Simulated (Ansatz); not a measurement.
# TiO2 monolayer (2H): modes against uniaxial strain along the armchair direction, normal to a, with the width clamped

Aim: how do the optical modes of TiO2 monolayer (2H) shift and split under this strain?

Main program and level: Ansatz 0.2.0; DFT PBE, scalar-relativistic, plane waves, PAW; PAW set soft_1.

## Step 1: Set-up

The cell holds 3 atoms: 1 Ti and 2 O. Its edges and angles: a = 3.020 Å, b = 3.020 Å, c = 28.700 Å, α = 90.0°, β = 90.0°, γ = 120.0°. Vacuum lies along c. The height across the vacuum is the one that the program set for its solve, not the one typed.

## Step 2: A rough relaxation first

A rough relaxation comes first, because large forces or stress need no tight tolerances yet. The program lengthens the typed cell of 20.0 Å along the normal to 28.7 Å, as its cut-off of the electrostatics needs, and moves no atom.

input.yaml

```yaml
crystal:
  lattice:
    - [3.02, 0.0, 0.0]
    - [-1.51, 2.6154, 0.0]
    - [0.0, 0.0, 20.0]
  atoms:
    - { symbol: Ti, position: [0.333333, 0.666667, 0.5] }
    - { symbol: O, position: [0.666667, 0.333333, 0.56125] }
    - { symbol: O, position: [0.666667, 0.333333, 0.43875] }
  periodic: [true, true, false]
kpoints:
  mp_grid: { grid: [9, 9, 1] }
hamiltonian:
  xc: pbe
  pseudopotentials: { kind: paw, azcp: { folder: soft_1 } }
scf:
  occupations: { method: gaussian, width: 0.1 }
output:
  forces: true
  stress: true
  eigenvalues: true
relax:
  adjacent_minimum: "off"
  f_tol: 0.05
  max_steps: 80
  cell: { stress_2d_tol: 0.02 }
```

Command:

```bash
> ansatz run input.yaml --threads 4 --pin off --max-ram 16384MiB --backend cpu --events-out ev --progress --plain --runs-dir out
```

Numbers of over 12 decimals in the logs are rounded to 6 here.

What it wrote:

```text
[...]
F+E_penalty+E_count = -3636.96809687 eV   max|allowed force component| = 3.515e-4 eV/Å   (the final SCF, on the basis selected at the relaxed cell)
  cell:  # Å, volume = 206.3988 Å³
    - [2.881690, 0, 0]
    - [-1.440845, 2.495617, 0]
    - [0, 0, 28.700000]
  atoms:
    - { symbol: Ti, position: [0.333333, 0.666667, 0.348432] }
    - { symbol: O, position: [0.666667, 0.333333, 0.387680] }
    - { symbol: O, position: [0.666667, 0.333333, 0.309184] }
[key lines of the parts left out:]
SCF converged after 7 iterations
Free energy (F): -3636.968097 eV
Fermi energy:    -7.921564 eV
P = ½ c Tr σ = -0.0049 N/m
```

Wall time 22 s (4 threads of Arm Neoverse N1, shared host); peak memory 0.48 GiB; 80 s of CPU time.

Relaxation path:

```csv
step,energy less that of the first step (eV),largest force component (eV/Å),volume (Å³)
1,0.0000,2.6530,226.69
2,-0.4079,0.9233,220.64
3,-0.5533,0.0511,204.01
4,-0.5565,0.0432,206.96
5,-0.5567,0.0093,206.65
6*,-0.5520,0.0078,206.65
7,-0.5521,0.0003,206.40
8*,-0.5520,0.0004,206.40
```

Relaxation steps marked * repeat the geometry before them on a plane-wave basis chosen anew for their cell, so energy and pressure can jump there.

Forces are held to the 12 operations that the run works with; a distortion that breaks them can't arise in this run.

```csv
cell as run,before,after,change
a (Å),3.020,2.882,-4.6 %
b (Å),3.020,2.882,-4.6 %
```

The atoms that moved most (Å, along periodic axes as changes of fractional coordinates times the final cell, across vacuum about the mean position):

```csv
atom,dx,dy,dz,length
O2,0.000,0.000,-0.099,0.099
O3,0.000,0.000,0.099,0.099
```

Final coordinates:

```cif
data_structure
_symmetry_space_group_name_H-M 'P 1'
_symmetry_Int_Tables_number 1
_cell_length_a 2.8817
_cell_length_b 2.8817
_cell_length_c 28.7000
_cell_angle_alpha 90.000
_cell_angle_beta 90.000
_cell_angle_gamma 120.000
_cell_volume 206.40
loop_
_atom_site_label
_atom_site_type_symbol
_atom_site_fract_x
_atom_site_fract_y
_atom_site_fract_z
_atom_site_occupancy
Ti1 Ti 0.33333 0.66667 0.34843 1
O2 O 0.66667 0.33333 0.38768 1
O3 O 0.66667 0.33333 0.30918 1
```

This step gave:

- gap on the k-mesh: 1.240 eV
- area per atom: 2.397 Å²

The relaxation ends with a largest force component of 3.5e-4 eV/Å.

## Step 3: Bringing the structure to rest

Harmonic phonons are second derivatives at a point where the forces vanish, and they are wanted at zero stress, so atoms and cell are relaxed first.

input.yaml

```yaml
crystal:
  lattice:
    - [2.8816904279, 0.0, 0.0]
    - [-1.4408452139, 2.4956171164, 0.0]
    - [0.0, 0.0, 28.7]
  atoms:
    - { symbol: Ti, position: [0.3333333333, 0.6666666667, 0.3484320557] }
    - { symbol: O, position: [0.6666666667, 0.3333333333, 0.3876803542] }
    - { symbol: O, position: [0.6666666667, 0.3333333333, 0.3091837573] }
  periodic: [true, true, false]
kpoints:
  mp_grid: { grid: [12, 12, 1] }
hamiltonian:
  xc: pbe
  pseudopotentials: { kind: paw, azcp: { folder: soft_1 } }
scf:
  occupations: { method: gaussian, width: 0.02 }
output:
  forces: true
  stress: true
  eigenvalues: true
  write_density: true
  write_potential: true
  elf: true
  volumetric_format: npy
relax:
  adjacent_minimum: "off"
  f_tol: 0.005
  max_steps: 80
  cell: { stress_2d_tol: 0.02 }
```

What it wrote:

```text
[...]
Crystal: 3 atoms, lattice volume = 206.399 Å³
Basis set: ecut = 420 eV, 4055 PW (Γ), exchange–correlation on 40×40×384 points (8 copies of the dense FFT grid, shifted against one another)
Bands: 16, of which v1, the nominal top of the filled ones, is band 12 counted from 1 (11 counted from 0)
Symmetry: 12 space group operations
[...]
k-points: 19 of 144 (time reversal used)
[...]
SCF iter   1: F=—  HF=-3641.120724 eV  |F-HF|=—  |Δ(HF+E_count)|=         —  Δρ=9.14e-2  dr2=1.94e1  ethr=3.10e-3  ⟨swp⟩=12.8  Hψ=2593  notcnv=0
[...]
SCF iter  12: F=-3636.968064 eV  HF=-3636.968064 eV  |F-HF|=4.55e-13  |Δ(HF+E_count)|=  2.46e-11  Δρ=7.01e-8  dr2=7.08e-12  ethr=1.81e-12  ⟨swp⟩=8.1  Hψ=1906  notcnv=0
SCF 1 converged in 12 iterations: F = -3636.968064 eV  dr2 = 7.08e-12
[...]
relax step   1: F+E_penalty+E_count = -3636.96806423 eV  Δ(F+E_penalty+E_count) = +0.000e0 eV  max|allowed force component| = 3.216e-4 eV/Å  Δτ_max = 0.0000 Å  P = -0.004 N/m  Ω = 206.399 Å³  fix = [c, alpha, beta]  reactions: c -0.000 N/m  (12 SCF iters, dr2 threshold 1.00e-7 eV, accepted)
[...]
SCF iter   1: F=—  HF=-3636.967972 eV  |F-HF|=—  |Δ(HF+E_count)|=         —  Δρ=1.09e-6  dr2=1.21e-9  ethr=1.06e-7  ⟨swp⟩=6.4  Hψ=4214  notcnv=0
eigensolver tolerance schedule: the retry pair's looser diagonalisation over-reported the residual by 21070.64 of it (diagonalisation noise at 2.59 of the residual, at the tolerance the schedule requests for it); recorded, not acted on — ethr = c·dr2/N_el stays at c = 1.0e-1
[...]
SCF iter   2: F=—  HF=-3636.968064 eV  |F-HF|=—  |Δ(HF+E_count)|=   9.23e-5  Δρ=8.35e-7  dr2=1.16e-9  ethr=5.04e-12  ⟨swp⟩=6.1  Hψ=1165  notcnv=0
[...]
SCF iter   9: F=-3636.968064 eV  HF=-3636.968064 eV  |F-HF|=5.55e-11  |Δ(HF+E_count)|=  4.55e-12  Δρ=2.19e-8  dr2=2.16e-13  ethr=1.00e-12  ⟨swp⟩=9.5  Hψ=1834  notcnv=0
SCF 2 converged in 9 iterations: F = -3636.968064 eV  dr2 = 2.16e-13
relax step   2: F+E_penalty+E_count = -3636.96806423 eV  Δ(F+E_penalty+E_count) = -6.366e-11 eV  max|allowed force component| = 3.220e-4 eV/Å  Δτ_max = 0.0000 Å  P = -0.004 N/m  Ω = 206.399 Å³  fix = [c, alpha, beta]  reactions: c -0.000 N/m  stress off target by 4.38e-3 N/m on what of the cell is left free  SCF on the basis re-selected at this cell (its energy is not comparable with the rows above)  (9 SCF iters)
basis re-selected at this cell: Δ(F+E_penalty+E_count) = -6.366e-11 eV, ΔP = +0.000 N/m vs the last step (what re-selecting the basis moved, of the pressure what is left beyond the Pulay correction that the steps carried, after the strain that the cell walked since its last selection, with what the two solves' SCF thresholds leave and, on support functions, any second-order correction that the steps lacked; it is no  [...]
WARN: The output density's exchange-correlation potential varies sharply where the density is thin. Do not read a vacuum level from v_tot or v_xc, or from such a field of the output density. On a cell that repeats whose density bears no net charge and no dipole along the vacuum's axis use v_es (v_loc + v_h of the components); under efield.dipole_correction with no amplitude use v_es + v_field, which holds any externa [...]
SCF converged after 9 iterations
Free energy (F): -3636.968064 eV
[...]
Internal energy: -3636.968064 eV  (E = F + TS)
E sigma→0 (E₀):  -3636.968064 eV
Fermi energy:    -7.932372 eV
[...]
--- Forces (eV/Å), atoms counted from 1 ---
  atom   1  Ti     0.00000000    -0.00000000     0.00000000
  atom   2  O     -0.00000000    -0.00000000    -0.00032205
  atom   3  O      0.00000000    -0.00000000     0.00032205
  max |Σ_I F_I| component: 4.30e-16 eV/Å
--- 2D stress c σ (N/m, compression-positive) ---
       -0.004383       0.000000       0.000000
        0.000000      -0.004383       0.000000
        0.000000       0.000000       0.000000
  P = ½ c Tr σ = -0.0044 N/m
--- Band table (eV; the first three rows and the last of 19) ---
  k-point 0: bands = [... 8 lower, -11.4381, -10.1025, -10.1025, -8.7726, -5.3920, -4.3234, -4.3234, -4.2871]
  k-point 1: bands = [... 8 lower, -11.3526, -10.2748, -10.2079, -8.6847, -5.6199, -4.3815, -4.3196, -4.2058]
  k-point 2: bands = [... 8 lower, -11.1164, -10.6544, -10.4747, -8.5786, -6.1449, -4.4141, -4.4022, -4.0768]
  k-point 18: bands = [... 8 lower, -11.6516, -11.5367, -10.2508, -8.9475, -7.1753, -5.5685, -3.6402, -3.5666]
--- Relaxed structure (1 steps of the walk, 1 accepted, 1 SCFs on fresh bases) ---
[...]
cell:  # Å, volume = 206.3988 Å³
    - [2.881690, -2.886755808588879e-11, 0.0]
    - [-1.440845, 2.495617, 0.0]
    - [0.0, 0.0, 28.7]
  atoms:
    - { symbol: Ti, position: [0.333333, 0.666667, 0.348432] }
    - { symbol: O, position: [0.666667, 0.333333, 0.387680] }
    - { symbol: O, position: [0.666667, 0.333333, 0.309184] }
```

Elapsed: 10 s, on 4 threads; peak memory 0.46 GiB.

Little changed from the start: no atom moved by 0.005 Å and no cell edge by 0.1 %.

This step gave:

```yaml
gap_on_the_k_mesh: 1.218 eV
```

ELF in the ac plane at fractional y = 0.333, with atoms of O within 0.2 Å of it. It is the smooth field of the valence electrons, not physical close to the nuclei.

Ten even steps from '_' (0.00) to '@' (0.81), each cell a mean:
```
______________________________
______________________________
______________________________
______________________________
______________________________
______________________________
______________________________
______________________________
______________________________
______________________________
______________________________
______________________________
______________________________
..________..::==++******++==::
++::____::++@@@@@@%%##%%@@@@%%
....::::....::==++++++++++==::
++::____::++%%@@@@%%##%%@@@@%%
..________..--++**######**++--
______________________________
______________________________
______________________________
______________________________
______________________________
______________________________
```
Columns run along a (2.9 Å), rows up along c (28.7 Å). Atoms in or near the plane, at fractional coordinates: O at (0.67, 0.39), O at (0.67, 0.31).

Electrostatic potential energy in the ac plane at fractional y = 0.333, with atoms of O within 0.2 Å of it. With pseudopotentials it is smooth inside the atoms' cores, unlike the true potential.

Ten even steps from '_' (-31 eV) to '@' (0 eV), each cell a mean:
```
@@@@@@@@@@@@@@@@@@@@@@@@@@@@@@
@@@@@@@@@@@@@@@@@@@@@@@@@@@@@@
@@@@@@@@@@@@@@@@@@@@@@@@@@@@@@
@@@@@@@@@@@@@@@@@@@@@@@@@@@@@@
@@@@@@@@@@@@@@@@@@@@@@@@@@@@@@
@@@@@@@@@@@@@@@@@@@@@@@@@@@@@@
@@@@@@@@@@@@@@@@@@@@@@@@@@@@@@
@@@@@@@@@@@@@@@@@@@@@@@@@@@@@@
@@@@@@@@@@@@@@@@@@@@@@@@@@@@@@
@@@@@@@@@@@@@@@@@@@@@@@@@@@@@@
@@@@@@@@@@@@@@@@@@@@@@@@@@@@@@
@@@@@@@@@@@@@@@@@@@@@@@@@@@@@@
@@@@@@@@@@@@@@@@@@@@@@@@@@@@@@
@@@@@@@@@@@@@@@@@@@@@@@@@@@@@@
%%%%%%%%%%%%##--..______..--##
==::....::==++****++++++****++
##############::__________::##
@@@@@@@@@@@@@@@@@@@@@@@@@@@@@@
@@@@@@@@@@@@@@@@@@@@@@@@@@@@@@
@@@@@@@@@@@@@@@@@@@@@@@@@@@@@@
@@@@@@@@@@@@@@@@@@@@@@@@@@@@@@
@@@@@@@@@@@@@@@@@@@@@@@@@@@@@@
@@@@@@@@@@@@@@@@@@@@@@@@@@@@@@
@@@@@@@@@@@@@@@@@@@@@@@@@@@@@@
```
Columns run along a (2.9 Å; values clipped at the 3rd and 97th percentile), rows up along c (28.7 Å). Atoms in or near the plane, at fractional coordinates: O at (0.67, 0.39), O at (0.67, 0.31).

Valence density in the ac plane at fractional y = 0.333, with atoms of O within 0.2 Å of it. It is the smooth field of the valence electrons, not physical close to the nuclei.

Values in e/Å³, 24 rows by 15 columns, each cell a mean:
```
0.0 0.0 0.0 0.0 0.0 0.0 0.0 0.0 0.0 0.0 0.0 0.0 0.0 0.0 0.0
0.0 0.0 0.0 0.0 0.0 0.0 0.0 0.0 0.0 0.0 0.0 0.0 0.0 0.0 0.0
0.0 0.0 0.0 0.0 0.0 0.0 0.0 0.0 0.0 0.0 0.0 0.0 0.0 0.0 0.0
0.0 0.0 0.0 0.0 0.0 0.0 0.0 0.0 0.0 0.0 0.0 0.0 0.0 0.0 0.0
0.0 0.0 0.0 0.0 0.0 0.0 0.0 0.0 0.0 0.0 0.0 0.0 0.0 0.0 0.0
0.0 0.0 0.0 0.0 0.0 0.0 0.0 0.0 0.0 0.0 0.0 0.0 0.0 0.0 0.0
0.0 0.0 0.0 0.0 0.0 0.0 0.0 0.0 0.0 0.0 0.0 0.0 0.0 0.0 0.0
0.0 0.0 0.0 0.0 0.0 0.0 0.0 0.0 0.0 0.0 0.0 0.0 0.0 0.0 0.0
0.0 0.0 0.0 0.0 0.0 0.0 0.0 0.0 0.0 0.0 0.0 0.0 0.0 0.0 0.0
0.0 0.0 0.0 0.0 0.0 0.0 0.0 0.0 0.0 0.0 0.0 0.0 0.0 0.0 0.0
0.0 0.0 0.0 0.0 0.0 0.0 0.0 0.0 0.0 0.0 0.0 0.0 0.0 0.0 0.0
0.0 0.0 0.0 0.0 0.0 0.0 0.0 0.0 0.0 0.0 0.0 0.0 0.0 0.0 0.0
0.0 0.0 0.0 0.0 0.0 0.0 0.0 0.0 0.0 0.0 0.0 0.0 0.0 0.0 0.0
0.0 0.0 0.0 0.0 0.0 0.0 0.0 0.1 0.1 0.1 0.2 0.1 0.1 0.1 0.0
0.3 0.2 0.1 0.1 0.2 0.3 0.6 1.4 3.0 4.8 5.7 4.8 3.0 1.4 0.6
0.4 0.5 0.5 0.5 0.5 0.4 0.4 0.5 0.7 0.9 1.0 0.9 0.7 0.5 0.4
0.3 0.2 0.1 0.1 0.2 0.3 0.7 1.5 3.1 5.0 5.8 5.0 3.1 1.5 0.7
0.0 0.0 0.0 0.0 0.0 0.0 0.1 0.1 0.2 0.3 0.3 0.3 0.2 0.1 0.1
0.0 0.0 0.0 0.0 0.0 0.0 0.0 0.0 0.0 0.0 0.0 0.0 0.0 0.0 0.0
0.0 0.0 0.0 0.0 0.0 0.0 0.0 0.0 0.0 0.0 0.0 0.0 0.0 0.0 0.0
0.0 0.0 0.0 0.0 0.0 0.0 0.0 0.0 0.0 0.0 0.0 0.0 0.0 0.0 0.0
0.0 0.0 0.0 0.0 0.0 0.0 0.0 0.0 0.0 0.0 0.0 0.0 0.0 0.0 0.0
0.0 0.0 0.0 0.0 0.0 0.0 0.0 0.0 0.0 0.0 0.0 0.0 0.0 0.0 0.0
0.0 0.0 0.0 0.0 0.0 0.0 0.0 0.0 0.0 0.0 0.0 0.0 0.0 0.0 0.0
```
Columns run along a (2.9 Å), rows up along c (28.7 Å). Atoms in or near the plane, at fractional coordinates: O at (0.67, 0.39), O at (0.67, 0.31).

## Step 4: Tight relaxation

Phonons need small forces and stress, so the relaxation is finished with tight tolerances on 12×12×1 k points.

input.yaml, the sections that differ from step 3:

```yaml
scf:
  occupations: { method: fixed }
output:
  forces: true
  stress: true
  eigenvalues: true
relax:
  adjacent_minimum: "off"
  f_tol: 0.001
  max_steps: 60
  cell: { stress_2d_tol: 0.002 }
# crystal, kpoints, hamiltonian: as in step 3
```

What it wrote:

```text
[...]
Crystal: 3 atoms, lattice volume = 206.399 Å³
Basis set: ecut = 420 eV, 4055 PW (Γ), exchange–correlation on 40×40×384 points (8 copies of the dense FFT grid, shifted against one another)
Bands: 16, of which v1, the nominal top of the filled ones, is band 12 counted from 1 (11 counted from 0)
Symmetry: 12 space group operations
[...]
--- Relaxed structure (2 steps of the walk, 2 accepted, 1 SCFs on fresh bases) ---
[...]
cell:  # Å, volume = 206.3931 Å³
    - [2.881650, -2.886715672180789e-11, 0]
    - [-1.440825, 2.495582, 0]
    - [0, 0, 28.7]
  atoms:
    - { symbol: Ti, position: [0.333333, 0.666667, 0.348432] }
    - { symbol: O, position: [0.666667, 0.333333, 0.387681] }
    - { symbol: O, position: [0.666667, 0.333333, 0.309183] }
[key lines of the parts left out:]
SCF converged after 10 iterations
Free energy (F): -3636.968067 eV
Fermi energy:    -8.541760 eV
P = ½ c Tr σ = -0.0010 N/m
```

The job ended after 13 s (4 threads; peak memory 0.46 GiB).

Little changed from the start: no atom moved by 0.005 Å and no cell edge by 0.1 %.

The largest force component left is 0.40 meV/Å, within the tolerances set.

## Step 5: Modes at rest

The force constants come from the linear response of the density to a displacement.

The modes at rest are the reference of the series.

input.yaml, the sections that differ from step 4:

```yaml
crystal:
  lattice:
    - [2.8816503617, 0.0, 0.0]
    - [-1.4408251808, 2.495582418, 0.0]
    - [0.0, 0.0, 28.7]
  atoms:
    - { symbol: Ti, position: [0.3333333333, 0.6666666667, 0.3484320557] }
    - { symbol: O, position: [0.6666666667, 0.3333333333, 0.3876806237] }
    - { symbol: O, position: [0.6666666667, 0.3333333333, 0.3091834878] }
  periodic: [true, true, false]
output:
  eigenvalues: true
phonons:
  method: dfpt
# kpoints, hamiltonian, scf: as in step 4
# relax: removed
```

What it wrote:

```text
Warning: crystal.symmetry: narrowed to the stabiliser of the run's FFT grids — unitary ops 12 → 6. A phonons.method: dfpt run fills in the rows of the dynamical matrix that it does not solve by its symmetry operations, which is exact only for operations that map its FFT grids onto themselves: filled in by any other, the frequencies could depend on the order in which like atoms are typed, or, by more than the grids' own error, on where the crystal sits among the grids' points. Excluded: 6 operations. The run can therefore solve more perturbations, solve them on more k-points, or both, and cost more. [rest of the remark cut]
[...]
Crystal: 3 atoms, lattice volume = 206.393 Å³
Basis set: ecut = 420 eV, 4055 PW (Γ), exchange–correlation on 40×40×384 points (8 copies of the dense FFT grid, shifted against one another)
Bands: 16, of which v1, the nominal top of the filled ones, is band 12 counted from 1 (11 counted from 0)
Symmetry: 12 space group operations
k-points: 43 of 144 (irreducible under 2 space group operations, time reversal used)
[...]
SCF iter   1: F=—  HF=-3641.119511 eV  |F-HF|=—  |Δ(HF+E_count)|=         —  Δρ=9.16e-2  dr2=1.94e1  ethr=3.10e-3  ⟨swp⟩=7.3  Hψ=4300  notcnv=0  defer=42
[...]
SCF iter  16: F=-3636.968067 eV  HF=-3636.968067 eV  |F-HF|=1.96e-11  |Δ(HF+E_count)|=   1.11e-9  Δρ=2.22e-7  dr2=9.78e-11  ethr=1.00e-12  ⟨swp⟩=16.7  Hψ=7860  notcnv=0
SCF 1 converged in 16 iterations: F = -3636.968067 eV  dr2 = 9.78e-11
[...]
DFPT response loops at Γ: preconditioner auto → none (the input reference at scf.mixing.eps_inf says where Resta's filter doesn't serve); β = 0.50; Broyden in place of MSR1
SCF converged after 16 iterations
Free energy (F): -3636.968067 eV
[...]
Internal energy: -3636.968067 eV  (E = F + TS)
E sigma→0 (E₀):  -3636.968067 eV
Fermi energy:    -8.541761 eV
[...]
--- Band table (eV; the first three rows and the last of 43) ---
  k-point 0: bands = [... 8 lower, -11.4381, -10.1025, -10.1025, -8.7727, -5.3921, -4.3233, -4.3233, -4.2871]
  k-point 1: bands = [... 8 lower, -11.3526, -10.2748, -10.2079, -8.6849, -5.6199, -4.3814, -4.3196, -4.2058]
  k-point 2: bands = [... 8 lower, -11.1164, -10.6545, -10.4747, -8.5787, -6.1449, -4.4140, -4.4021, -4.0768]
  k-point 42: bands = [... 8 lower, -11.5367, -10.7653, -10.5266, -8.7513, -7.3234, -5.0004, -3.9156, -3.8435]
--- Phonons (Γ-DFPT): 6 representative perturbations + reference, on 43 of 144 k-points (Σ response iterations 32) ---
  ASR residual: 3.220e-4 → 0.000e0 eV/Å²; symmetrization residual: 7.842e-6 eV/Å²
  The last average, over the group as it would stand without the narrowing to the FFT grids, took up to 2.151e-6 eV/Å² of the zone centre's force constants
  ASR residual per site (eV/Å²): 1.27e-4 3.22e-4 2.35e-4
  Γ frequencies (cm⁻¹): -300.62 -300.62 0.00 0.00 0.00 405.10 405.10 603.30 717.84
  non-analytic LO–TO correction: not included (Born effective charges unavailable; polar crystals: no LO–TO splitting at Γ)
```

Run time: 49 s. Hardware: 4 threads; peak memory 0.84 GiB; 3.2 min of CPU time.

The column dr2 measures how far the density is from self-consistency, as an energy; F and HF (Harris–Foulkes) agree once it is small.

Numbers from this step:

```yaml
sum_rule_residual_before_enforcement: 3.22e-4 eV/Å²
point_group: -6m2
highest_optical_mode_at_the_zone_centre_no_lo_to_term: 717.8 cm⁻¹
lowest_optical_zone_centre_mode: -300.6 cm⁻¹
```

Without the LO-TO term. Patterns of degenerate modes are one choice out of their space. The modes at Γ (shares of kinetic energy by element, %) (negative means imaginary):

```csv
mode,frequency (cm⁻¹),symmetry,Ti %,O %
1,-300.6,E'',0,100
2,-300.6,E'',0,100
3,0.0,acoustic,60,40
4,0.0,acoustic,60,40
5,0.0,acoustic,60,40
6,405.1,E',40,60
7,405.1,E',40,60
8,603.3,A2'',40,60
9,717.8,A1',0,100
```

Displacements in mode 2 (-300.6 cm⁻¹), the largest set to 1:
```
Ti1  0.00  0.00  0.00
O2   0.18  1.00  0.00
O3  -0.18 -1.00  0.00
```

Displacements in mode 9 (717.8 cm⁻¹), the largest set to 1:
```
Ti1  0.00  0.00  0.00
O2   0.00  0.00  1.00
O3   0.00  0.00 -1.00
```

Before it was imposed, the acoustic sum rule was missed by 3.2e-4 eV/Å². Small misses are needed for a sound result but don't prove that mesh and cutoff are converged. The lowest optical mode is imaginary, 300.6i cm⁻¹, so the energy falls along it.

[end of part 1 of 2]

[Logs are printed without paths, hosts, clocks, repeated set-up lines and the standing remarks that a program may print on its own settings, such as how far it seeks lower states.]

[Hosts, paths, dates, database ids (printed as entryN), source tags and the programs' standing remarks are cut or masked in the printed files.]
